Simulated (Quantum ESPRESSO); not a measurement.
# Quick settings and what they miss: MgAl₂O₄ (Fd-3m, 14 atoms in the cell)

Self-consistent single point.

```yaml
crystal:
  lattice:
    - [-4.13312, 0.00000, 4.13312]
    - [0.00000, 4.13312, 4.13312]
    - [-4.13312, 4.13312, 0.00000]
  atoms:
    - { symbol: Mg, position: [0.25000, 0.25000, 0.25000] }
    - { symbol: Mg, position: [0.00000, 0.00000, 0.00000] }
    - { symbol: Al, position: [0.12500, 0.62500, 0.62500] }
    - { symbol: Al, position: [0.62500, 0.62500, 0.12500] }
    - { symbol: Al, position: [0.62500, 0.12500, 0.62500] }
    - { symbol: Al, position: [0.62500, 0.62500, 0.62500] }
    - { symbol: O, position: [0.86128, 0.86128, 0.86128] }
    - { symbol: O, position: [0.83384, 0.38872, 0.38872] }
    - { symbol: O, position: [0.86128, 0.86128, 0.41616] }
    - { symbol: O, position: [0.38872, 0.83384, 0.38872] }
    - { symbol: O, position: [0.41616, 0.86128, 0.86128] }
    - { symbol: O, position: [0.38872, 0.38872, 0.38872] }
    - { symbol: O, position: [0.86128, 0.41616, 0.86128] }
    - { symbol: O, position: [0.38872, 0.38872, 0.83384] }
```

Level of theory: PBE, GBRV 1.5 ultrasoft (PBE) pseudopotentials (plane waves; Quantum ESPRESSO).

Base settings: ecutwfc = 40 Ry; ecutrho = 200 Ry; occupations = smearing; smearing = gaussian; degauss = 0.000734986 Ry; potentials = {Mg: mg_pbe_v1.4.uspp.F.UPF, Al: al_pbe_v1.uspp.F.UPF, O: o_pbe_v1.2.uspp.F.UPF}; K_POINTS = automatic 6 6 6 0 0 0; conv_thr = 1e-10 Ry.

Tight run (finer mesh or higher cutoff; not a proven limit): ecutwfc: 40 Ry → 56 Ry; ecutrho: 200 Ry → 280 Ry; conv_thr: 1e-10 Ry → 7.3e-11 Ry; K_POINTS: automatic 6 6 6 0 0 0 → automatic 9 9 9 0 0 0. It gave top of the valence band (on the code's own zero) 5.79 eV; gap on the k-point mesh 4.82 eV; pressure -5.62 GPa; largest force (vector length) 0.055 eV/Å.

Quick runs, as changes from the base:
- A: the base itself
- B: ecutwfc: 40 Ry → 24 Ry; ecutrho: 200 Ry → 120 Ry; K_POINTS: automatic 6 6 6 0 0 0 → automatic 3 3 3 0 0 0
- C: ecutwfc: 40 Ry → 24 Ry; ecutrho: 200 Ry → 120 Ry; smearing: gaussian → fermi-dirac; degauss: 0.000734986 Ry → 0.036749 Ry; conv_thr: 1e-10 Ry → 7.3e-05 Ry; K_POINTS: automatic 6 6 6 0 0 0 → automatic 6 6 6 1 1 1
- D: ecutwfc: 40 Ry → 20 Ry; ecutrho: 200 Ry → 100 Ry; K_POINTS: automatic 6 6 6 0 0 0 → automatic 2 2 2 1 1 1
- E: ecutwfc: 40 Ry → 28 Ry; ecutrho: 200 Ry → 140 Ry; K_POINTS: automatic 6 6 6 0 0 0 → automatic 4 4 4 1 1 1
- F: ecutwfc: 40 Ry → 32 Ry; ecutrho: 200 Ry → 160 Ry; K_POINTS: automatic 6 6 6 0 0 0 → automatic 2 2 2 1 1 1

Energies are extrapolated to zero smearing width, which holds to low order in the width alone (under cold and Methfessel-Paxton smearing the free energy itself is taken).

Dashes: time of B, D, F, under 30 s; gap of D, F, left out as unsure on this mesh or at this smearing.

Gaps are read on each run's own mesh, which may miss the band edges.

The count of work is k-points × plane waves × bands × iterations; it is no time. Core times come from one kind of shared machine and are given to one figure; runs under 30 s give none.

The starting cell comes from a database of computed structures (which also holds hypothetical and non-ambient phases and stackings), without a prior relaxation at this level. Its lattice was rescaled by a random factor within 2.5 % of one. In the base run, with a pressure of about -5 GPa the cell is away from its equilibrium volume at this level.

| run | energy less tight (meV/atom) | pressure less tight (GPa) | largest miss in a force vector (eV/Å) | gap on the mesh less tight (eV) | count of work / tight | core time / tight (rough) |
|---|---|---|---|---|---|---|
| A | 5.2 | 0.16 | 0.002 | 0.003 | 0.28 | 0.3 |
| B | 767.9 | -62.71 | 0.063 | -0.048 | 0.027 | – |
| C | 772.9 | -62.97 | 0.052 | 0.053 | 0.11 | 0.1 |
| D | 2644.9 | -165.47 | 0.128 | – | 0.010 | – |
| E | 195.7 | -20.95 | 0.013 | 0.248 | 0.084 | 0.1 |
| F | 40.6 | -5.52 | 0.003 | – | 0.025 | – |

Among the runs at the tight run's level, the energy misses run from 5.2 to 2644.9 meV/atom.
